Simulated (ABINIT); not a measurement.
Hf:

```
Hf
1.0
     2.91381    0.00000    0.00000
     0.00000    2.91381    0.00000
     0.00000    0.00000    2.91381
Hf
1
Direct
  0.50000 0.50000 0.50000
```

The cell was built by a generator and needn't be a form met in nature.

Base run:

| Quantity | Value |
| --- | --- |
| Program | ABINIT 10.8.3 (patched build) |
| Functional | AM05 |
| Potentials or basis | JTH PAW PBE v2.0 |
| Cutoff | 626 eV |
| k mesh | 9 × 9 × 9 |
| Occupations | fermi-dirac, width 0.05 eV |
| Spin | no spin polarisation |

Its results: band gap on the k mesh none (metal or under the smearing width); pressure -4.0 GPa.

After a change of settings the same cell gave: band gap on the k mesh none (metal or under the smearing width); pressure 1.4 GPa. Which change was it?
A. functional from AM05 to r2SCAN
B. functional from AM05 to LDA
C. functional from AM05 to revPBE
D. functional from AM05 to PBEsol

C.

revPBE binds less tightly than AM05, so the same cell stands under more pressure.

Caveats: the PAW data sets were made with another functional, which shifts forces and pressure a little.
